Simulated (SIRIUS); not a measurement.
# Pd (Fm-3m) in SIRIUS: notebook, part 2 of 3

SIRIUS 7.12.0. The steps go on from the part before.

## 4. Equation of state, AM05, 14.46 Å³/atom (volume scaled by 0.98)

sirius.json reads:

```json
{
  "control": {
    "processing_unit": "cpu",
    "std_evp_solver_name": "lapack",
    "gen_evp_solver_name": "lapack",
    "verbosity": 2,
    "print_forces": false,
    "ortho_rf": true,
    "use_second_variation": true,
    "rmt_max": 3.0,
    "num_bands_to_print": 17,
    "save_wf": true
  },
  "parameters": {
    "electronic_structure_method": "full_potential_lapwlo",
    "xc_functionals": ["XC_GGA_X_AM05", "XC_GGA_C_AM05"],
    "core_relativity": "dirac",
    "valence_relativity": "iora",
    "num_fv_states": 17,
    "smearing": "fermi_dirac",
    "smearing_width": 0.0018374661,
    "pw_cutoff": 20,
    "gk_cutoff": 3.52,
    "lmax_apw": 10,
    "lmax_rho": 8,
    "lmax_pot": 8,
    "num_mag_dims": 0,
    "auto_rmt": 0,
    "ngridk": [12, 12, 12],
    "shiftk": [0, 0, 0],
    "num_dft_iter": 80,
    "energy_tol": 1e-07,
    "density_tol": 1e-05,
    "use_symmetry": true
  },
  "settings": {"tol_ne": 1e-10},
  "iterative_solver": {"type": "exact"},
  "mixer": {"type": "anderson", "beta": 0.5, "max_history": 8},
  "unit_cell": {
    "lattice_vectors": [[0.0, 3.6536642323, 3.6536642323], [3.6536642323, 0.0, 3.6536642323], [3.6536642323, 3.6536642323, 0.0]],
    "atom_types": ["Pd"],
    "atom_files": {"Pd": "Pd.json"},
    "atoms": {"Pd": [[0.0, 0.0, 0.0]]}
  }
}
```

Pd.json reads:

```json
{
  "name": "palladium",
  "symbol": "Pd",
  "number": 46,
  "mass": 106.42,
  "rmin": 1e-06,
  "rmt": 2.5,
  "nrmt": 800,
  "rinf": 14.72,
  "core": "1s2s2p3s3p3d",
  "valence": [
    {"basis": [{"enu": 0.1, "dme": 0, "n": 0, "auto": 0}, {"enu": 0.1, "dme": 1, "n": 0, "auto": 0}]},
    {"l": 0, "n": 1, "basis": [{"enu": 0.2, "dme": 0, "n": 0, "auto": 0}]},
    {"l": 1, "n": 2, "basis": [{"enu": 0.2, "dme": 0, "n": 0, "auto": 0}]},
    {"l": 2, "n": 3, "basis": [{"enu": 0.2, "dme": 0, "n": 0, "auto": 0}]},
    {"l": 3, "n": 4, "basis": [{"enu": 0.2, "dme": 0, "n": 0, "auto": 0}]}
  ],
  "lo": [
    {"l": 0, "basis": [{"enu": 0.2, "dme": 0, "n": 0, "auto": 0}, {"enu": 0.2, "dme": 1, "n": 0, "auto": 0}]},
    {"l": 0, "basis": [{"enu": -2.77, "dme": 0, "n": 4, "auto": 1}, {"enu": -2.77, "dme": 1, "n": 4, "auto": 1}]},
    {"l": 0, "basis": [{"enu": -2.77, "dme": 1, "n": 4, "auto": 1}, {"enu": 0.2, "dme": 0, "n": 0, "auto": 0}]},
    {"l": 0, "basis": [{"enu": 0.2, "dme": 0, "n": 0, "auto": 0}, {"enu": 2.76, "dme": 0, "n": 0, "auto": 0}]},
    {"l": 1, "basis": [{"enu": 0.2, "dme": 0, "n": 0, "auto": 0}, {"enu": 0.2, "dme": 1, "n": 0, "auto": 0}]},
    {
      "l": 1,
      "basis": [{"enu": -1.5249, "dme": 0, "n": 4, "auto": 1}, {"enu": -1.5249, "dme": 1, "n": 4, "auto": 1}]
    },
    {"l": 1, "basis": [{"enu": -1.5249, "dme": 1, "n": 4, "auto": 1}, {"enu": 0.2, "dme": 0, "n": 0, "auto": 0}]},
    {"l": 1, "basis": [{"enu": 0.2, "dme": 0, "n": 0, "auto": 0}, {"enu": 3.144, "dme": 0, "n": 0, "auto": 0}]},
    {"l": 2, "basis": [{"enu": 0.2, "dme": 0, "n": 0, "auto": 0}, {"enu": 0.2, "dme": 1, "n": 0, "auto": 0}]},
    {"l": 2, "basis": [{"enu": 0.2, "dme": 1, "n": 0, "auto": 0}, {"enu": 0.2, "dme": 2, "n": 0, "auto": 0}]},
    {"l": 2, "basis": [{"enu": 0.2, "dme": 0, "n": 0, "auto": 0}, {"enu": 2.696, "dme": 0, "n": 0, "auto": 0}]},
    {"l": 3, "basis": [{"enu": 0.2, "dme": 0, "n": 0, "auto": 0}, {"enu": 0.2, "dme": 1, "n": 0, "auto": 0}]},
    {"l": 3, "basis": [{"enu": 0.2, "dme": 0, "n": 0, "auto": 0}, {"enu": 2.984, "dme": 0, "n": 0, "auto": 0}]}
  ],
  "free_atom": [... radial grid and density of the free atom, the start of the SCF ...]
}
```

sirius_start.json reads:

```json
{
  "control": {
    "processing_unit": "cpu",
    "std_evp_solver_name": "lapack",
    "gen_evp_solver_name": "lapack",
    "verbosity": 1,
    "print_forces": false,
    "ortho_rf": true,
    "use_second_variation": true,
    "rmt_max": 3.0,
    "num_bands_to_print": 17,
    "save_wf": false
  },
  "parameters": {
    "electronic_structure_method": "full_potential_lapwlo",
    "xc_functionals": ["XC_LDA_X", "XC_LDA_C_PW"],
    "core_relativity": "dirac",
    "valence_relativity": "iora",
    "num_fv_states": 17,
    "smearing": "fermi_dirac",
    "smearing_width": 0.0055123983,
    "pw_cutoff": 20,
    "gk_cutoff": 2.82,
    "lmax_apw": 10,
    "lmax_rho": 8,
    "lmax_pot": 8,
    "num_mag_dims": 0,
    "auto_rmt": 0,
    "ngridk": [5, 5, 5],
    "shiftk": [0, 0, 0],
    "num_dft_iter": 30,
    "energy_tol": 0.01,
    "density_tol": 0.05,
    "use_symmetry": true
  },
  "settings": {"tol_ne": 1e-10},
  "iterative_solver": {"type": "exact"},
  "mixer": {"type": "anderson", "beta": 0.5, "max_history": 8},
  "unit_cell": {
    "lattice_vectors": [[0.0, 3.6536642323, 3.6536642323], [3.6536642323, 0.0, 3.6536642323], [3.6536642323, 3.6536642323, 0.0]],
    "atom_types": ["Pd"],
    "atom_files": {"Pd": "Pd.json"},
    "atoms": {"Pd": [[0.0, 0.0, 0.0]]}
  }
}
```

Launch:

```console
> OMP_NUM_THREADS=1 sirius.scf --input=sirius_start.json --output=start.json
> OMP_NUM_THREADS=1 sirius.scf --input=sirius.json --output=output.json --task=1
```

Run time: 21 s. Hardware: 1 thread of Arm Neoverse V2, shared host; peak memory 0.29 GiB.

Results (log left out):

| Property | Result |
| --- | --- |
| Free energy | -137214.0540 eV |
| Band gap on the k mesh | none (metal or under the smearing width) |
| All electrons inside the program's atomic spheres | Pd 44.91 (radii Pd 2.5 bohr) |

## 5. Equation of state, AM05, 14.75 Å³/atom

sirius.json, as its differences from that of step 4:

```diff
@@ -39,3 +39,3 @@
   "unit_cell": {
-    "lattice_vectors": [[0.0, 3.6536642323, 3.6536642323], [3.6536642323, 0.0, 3.6536642323], [3.6536642323, 3.6536642323, 0.0]],
+    "lattice_vectors": [[0.0, 3.6783519016, 3.6783519016], [3.6783519016, 0.0, 3.6783519016], [3.6783519016, 3.6783519016, 0.0]],
     "atom_types": ["Pd"],
```

Pd.json reads:

```json
{
  "name": "palladium",
  "symbol": "Pd",
  "number": 46,
  "mass": 106.42,
  "rmin": 1e-06,
  "rmt": 2.5,
  "nrmt": 800,
  "rinf": 14.72,
  "core": "1s2s2p3s3p3d",
  "valence": [
    {"basis": [{"enu": 0.08, "dme": 0, "n": 0, "auto": 0}, {"enu": 0.08, "dme": 1, "n": 0, "auto": 0}]},
    {"l": 0, "n": 1, "basis": [{"enu": 0.18, "dme": 0, "n": 0, "auto": 0}]},
    {"l": 1, "n": 2, "basis": [{"enu": 0.18, "dme": 0, "n": 0, "auto": 0}]},
    {"l": 2, "n": 3, "basis": [{"enu": 0.18, "dme": 0, "n": 0, "auto": 0}]},
    {"l": 3, "n": 4, "basis": [{"enu": 0.18, "dme": 0, "n": 0, "auto": 0}]}
  ],
  "lo": [
    {"l": 0, "basis": [{"enu": 0.18, "dme": 0, "n": 0, "auto": 0}, {"enu": 0.18, "dme": 1, "n": 0, "auto": 0}]},
    {"l": 0, "basis": [{"enu": -2.79, "dme": 0, "n": 4, "auto": 1}, {"enu": -2.79, "dme": 1, "n": 4, "auto": 1}]},
    {"l": 0, "basis": [{"enu": -2.79, "dme": 1, "n": 4, "auto": 1}, {"enu": 0.18, "dme": 0, "n": 0, "auto": 0}]},
    {"l": 0, "basis": [{"enu": 0.18, "dme": 0, "n": 0, "auto": 0}, {"enu": 2.74, "dme": 0, "n": 0, "auto": 0}]},
    {"l": 1, "basis": [{"enu": 0.18, "dme": 0, "n": 0, "auto": 0}, {"enu": 0.18, "dme": 1, "n": 0, "auto": 0}]},
    {
      "l": 1,
      "basis": [{"enu": -1.5449, "dme": 0, "n": 4, "auto": 1}, {"enu": -1.5449, "dme": 1, "n": 4, "auto": 1}]
    },
    {
      "l": 1,
      "basis": [{"enu": -1.5449, "dme": 1, "n": 4, "auto": 1}, {"enu": 0.18, "dme": 0, "n": 0, "auto": 0}]
    },
    {"l": 1, "basis": [{"enu": 0.18, "dme": 0, "n": 0, "auto": 0}, {"enu": 3.124, "dme": 0, "n": 0, "auto": 0}]},
    {"l": 2, "basis": [{"enu": 0.18, "dme": 0, "n": 0, "auto": 0}, {"enu": 0.18, "dme": 1, "n": 0, "auto": 0}]},
    {"l": 2, "basis": [{"enu": 0.18, "dme": 1, "n": 0, "auto": 0}, {"enu": 0.18, "dme": 2, "n": 0, "auto": 0}]},
    {"l": 2, "basis": [{"enu": 0.18, "dme": 0, "n": 0, "auto": 0}, {"enu": 2.676, "dme": 0, "n": 0, "auto": 0}]},
    {"l": 3, "basis": [{"enu": 0.18, "dme": 0, "n": 0, "auto": 0}, {"enu": 0.18, "dme": 1, "n": 0, "auto": 0}]},
    {"l": 3, "basis": [{"enu": 0.18, "dme": 0, "n": 0, "auto": 0}, {"enu": 2.964, "dme": 0, "n": 0, "auto": 0}]}
  ],
  "free_atom": [... radial grid and density of the free atom, the start of the SCF ...]
}
```

sirius_start.json, as its differences from that of step 4:

```diff
@@ -39,3 +39,3 @@
   "unit_cell": {
-    "lattice_vectors": [[0.0, 3.6536642323, 3.6536642323], [3.6536642323, 0.0, 3.6536642323], [3.6536642323, 3.6536642323, 0.0]],
+    "lattice_vectors": [[0.0, 3.6783519016, 3.6783519016], [3.6783519016, 0.0, 3.6783519016], [3.6783519016, 3.6783519016, 0.0]],
     "atom_types": ["Pd"],
```

Launch:

```console
> OMP_NUM_THREADS=1 sirius.scf --input=sirius_start.json --output=start.json
> OMP_NUM_THREADS=1 sirius.scf --input=sirius.json --output=output.json --task=1
```

Wall time 22 s (1 thread of Arm Neoverse V2, shared host); peak memory 0.29 GiB.

The run converged. Its results:

| Property | Result |
| --- | --- |
| Free energy | -137214.0499 eV |
| Band gap on the k mesh | none (metal or under the smearing width) |
| All electrons inside the program's atomic spheres | Pd 44.88 (radii Pd 2.5 bohr) |

## 6. Equation of state, AM05, 15.05 Å³/atom (volume scaled by 1.02)

sirius.json, as its differences from that of step 5:

```diff
@@ -39,3 +39,3 @@
   "unit_cell": {
-    "lattice_vectors": [[0.0, 3.6783519016, 3.6783519016], [3.6783519016, 0.0, 3.6783519016], [3.6783519016, 3.6783519016, 0.0]],
+    "lattice_vectors": [[0.0, 3.702712558, 3.702712558], [3.702712558, 0.0, 3.702712558], [3.702712558, 3.702712558, 0.0]],
     "atom_types": ["Pd"],
```

Pd.json reads:

```json
{
  "name": "palladium",
  "symbol": "Pd",
  "number": 46,
  "mass": 106.42,
  "rmin": 1e-06,
  "rmt": 2.5,
  "nrmt": 800,
  "rinf": 14.72,
  "core": "1s2s2p3s3p3d",
  "valence": [
    {"basis": [{"enu": 0.07, "dme": 0, "n": 0, "auto": 0}, {"enu": 0.07, "dme": 1, "n": 0, "auto": 0}]},
    {"l": 0, "n": 1, "basis": [{"enu": 0.17, "dme": 0, "n": 0, "auto": 0}]},
    {"l": 1, "n": 2, "basis": [{"enu": 0.17, "dme": 0, "n": 0, "auto": 0}]},
    {"l": 2, "n": 3, "basis": [{"enu": 0.17, "dme": 0, "n": 0, "auto": 0}]},
    {"l": 3, "n": 4, "basis": [{"enu": 0.17, "dme": 0, "n": 0, "auto": 0}]}
  ],
  "lo": [
    {"l": 0, "basis": [{"enu": 0.17, "dme": 0, "n": 0, "auto": 0}, {"enu": 0.17, "dme": 1, "n": 0, "auto": 0}]},
    {"l": 0, "basis": [{"enu": -2.8, "dme": 0, "n": 4, "auto": 1}, {"enu": -2.8, "dme": 1, "n": 4, "auto": 1}]},
    {"l": 0, "basis": [{"enu": -2.8, "dme": 1, "n": 4, "auto": 1}, {"enu": 0.17, "dme": 0, "n": 0, "auto": 0}]},
    {"l": 0, "basis": [{"enu": 0.17, "dme": 0, "n": 0, "auto": 0}, {"enu": 2.73, "dme": 0, "n": 0, "auto": 0}]},
    {"l": 1, "basis": [{"enu": 0.17, "dme": 0, "n": 0, "auto": 0}, {"enu": 0.17, "dme": 1, "n": 0, "auto": 0}]},
    {
      "l": 1,
      "basis": [{"enu": -1.5549, "dme": 0, "n": 4, "auto": 1}, {"enu": -1.5549, "dme": 1, "n": 4, "auto": 1}]
    },
    {
      "l": 1,
      "basis": [{"enu": -1.5549, "dme": 1, "n": 4, "auto": 1}, {"enu": 0.17, "dme": 0, "n": 0, "auto": 0}]
    },
    {"l": 1, "basis": [{"enu": 0.17, "dme": 0, "n": 0, "auto": 0}, {"enu": 3.114, "dme": 0, "n": 0, "auto": 0}]},
    {"l": 2, "basis": [{"enu": 0.17, "dme": 0, "n": 0, "auto": 0}, {"enu": 0.17, "dme": 1, "n": 0, "auto": 0}]},
    {"l": 2, "basis": [{"enu": 0.17, "dme": 1, "n": 0, "auto": 0}, {"enu": 0.17, "dme": 2, "n": 0, "auto": 0}]},
    {"l": 2, "basis": [{"enu": 0.17, "dme": 0, "n": 0, "auto": 0}, {"enu": 2.666, "dme": 0, "n": 0, "auto": 0}]},
    {"l": 3, "basis": [{"enu": 0.17, "dme": 0, "n": 0, "auto": 0}, {"enu": 0.17, "dme": 1, "n": 0, "auto": 0}]},
    {"l": 3, "basis": [{"enu": 0.17, "dme": 0, "n": 0, "auto": 0}, {"enu": 2.954, "dme": 0, "n": 0, "auto": 0}]}
  ],
  "free_atom": [... radial grid and density of the free atom, the start of the SCF ...]
}
```

sirius_start.json, as its differences from that of step 5:

```diff
@@ -39,3 +39,3 @@
   "unit_cell": {
-    "lattice_vectors": [[0.0, 3.6783519016, 3.6783519016], [3.6783519016, 0.0, 3.6783519016], [3.6783519016, 3.6783519016, 0.0]],
+    "lattice_vectors": [[0.0, 3.702712558, 3.702712558], [3.702712558, 0.0, 3.702712558], [3.702712558, 3.702712558, 0.0]],
     "atom_types": ["Pd"],
```

Potentials or basis: all-electron FP-LAPW, apw+lo standard.

Launch:

```console
> OMP_NUM_THREADS=1 sirius.scf --input=sirius_start.json --output=start.json
> OMP_NUM_THREADS=1 sirius.scf --input=sirius.json --output=output.json --task=1
```

Wall time 22 s (1 thread of Arm Neoverse V2, shared host); peak memory 0.29 GiB.

Results (log left out):

```
Free energy                                       : -137214.0391 eV
Band gap on the k mesh                            : none (metal or under the smearing width)
All electrons inside the program's atomic spheres : Pd 44.85 (radii Pd 2.5 bohr)
```

## 7. Equation of state, AM05, 15.34 Å³/atom (volume scaled by 1.04)

sirius.json, as its differences from that of step 6:

```diff
@@ -39,3 +39,3 @@
   "unit_cell": {
-    "lattice_vectors": [[0.0, 3.702712558, 3.702712558], [3.702712558, 0.0, 3.702712558], [3.702712558, 3.702712558, 0.0]],
+    "lattice_vectors": [[0.0, 3.7267568196, 3.7267568196], [3.7267568196, 0.0, 3.7267568196], [3.7267568196, 3.7267568196, 0.0]],
     "atom_types": ["Pd"],
```

Pd.json reads:

```json
{
  "name": "palladium",
  "symbol": "Pd",
  "number": 46,
  "mass": 106.42,
  "rmin": 1e-06,
  "rmt": 2.5,
  "nrmt": 800,
  "rinf": 14.72,
  "core": "1s2s2p3s3p3d",
  "valence": [
    {"basis": [{"enu": 0.06, "dme": 0, "n": 0, "auto": 0}, {"enu": 0.06, "dme": 1, "n": 0, "auto": 0}]},
    {"l": 0, "n": 1, "basis": [{"enu": 0.16, "dme": 0, "n": 0, "auto": 0}]},
    {"l": 1, "n": 2, "basis": [{"enu": 0.16, "dme": 0, "n": 0, "auto": 0}]},
    {"l": 2, "n": 3, "basis": [{"enu": 0.16, "dme": 0, "n": 0, "auto": 0}]},
    {"l": 3, "n": 4, "basis": [{"enu": 0.16, "dme": 0, "n": 0, "auto": 0}]}
  ],
  "lo": [
    {"l": 0, "basis": [{"enu": 0.16, "dme": 0, "n": 0, "auto": 0}, {"enu": 0.16, "dme": 1, "n": 0, "auto": 0}]},
    {"l": 0, "basis": [{"enu": -2.81, "dme": 0, "n": 4, "auto": 1}, {"enu": -2.81, "dme": 1, "n": 4, "auto": 1}]},
    {"l": 0, "basis": [{"enu": -2.81, "dme": 1, "n": 4, "auto": 1}, {"enu": 0.16, "dme": 0, "n": 0, "auto": 0}]},
    {"l": 0, "basis": [{"enu": 0.16, "dme": 0, "n": 0, "auto": 0}, {"enu": 2.72, "dme": 0, "n": 0, "auto": 0}]},
    {"l": 1, "basis": [{"enu": 0.16, "dme": 0, "n": 0, "auto": 0}, {"enu": 0.16, "dme": 1, "n": 0, "auto": 0}]},
    {
      "l": 1,
      "basis": [{"enu": -1.5649, "dme": 0, "n": 4, "auto": 1}, {"enu": -1.5649, "dme": 1, "n": 4, "auto": 1}]
    },
    {
      "l": 1,
      "basis": [{"enu": -1.5649, "dme": 1, "n": 4, "auto": 1}, {"enu": 0.16, "dme": 0, "n": 0, "auto": 0}]
    },
    {"l": 1, "basis": [{"enu": 0.16, "dme": 0, "n": 0, "auto": 0}, {"enu": 3.104, "dme": 0, "n": 0, "auto": 0}]},
    {"l": 2, "basis": [{"enu": 0.16, "dme": 0, "n": 0, "auto": 0}, {"enu": 0.16, "dme": 1, "n": 0, "auto": 0}]},
    {"l": 2, "basis": [{"enu": 0.16, "dme": 1, "n": 0, "auto": 0}, {"enu": 0.16, "dme": 2, "n": 0, "auto": 0}]},
    {"l": 2, "basis": [{"enu": 0.16, "dme": 0, "n": 0, "auto": 0}, {"enu": 2.656, "dme": 0, "n": 0, "auto": 0}]},
    {"l": 3, "basis": [{"enu": 0.16, "dme": 0, "n": 0, "auto": 0}, {"enu": 0.16, "dme": 1, "n": 0, "auto": 0}]},
    {"l": 3, "basis": [{"enu": 0.16, "dme": 0, "n": 0, "auto": 0}, {"enu": 2.944, "dme": 0, "n": 0, "auto": 0}]}
  ],
  "free_atom": [... radial grid and density of the free atom, the start of the SCF ...]
}
```

sirius_start.json, as its differences from that of step 6:

```diff
@@ -39,3 +39,3 @@
   "unit_cell": {
-    "lattice_vectors": [[0.0, 3.702712558, 3.702712558], [3.702712558, 0.0, 3.702712558], [3.702712558, 3.702712558, 0.0]],
+    "lattice_vectors": [[0.0, 3.7267568196, 3.7267568196], [3.7267568196, 0.0, 3.7267568196], [3.7267568196, 3.7267568196, 0.0]],
     "atom_types": ["Pd"],
```

Launch:

```console
> OMP_NUM_THREADS=1 sirius.scf --input=sirius_start.json --output=start.json
> OMP_NUM_THREADS=1 sirius.scf --input=sirius.json --output=output.json --task=1
```

Wall time 22 s (1 thread of Arm Neoverse V2, shared host); peak memory 0.29 GiB.

Results (log left out):

- Free energy: -137214.0230 eV
- Band gap on the k mesh: none (metal or under the smearing width)
- All electrons inside the program's atomic spheres: Pd 44.82 (radii Pd 2.5 bohr)

(Part 2 of 3 ends here.)
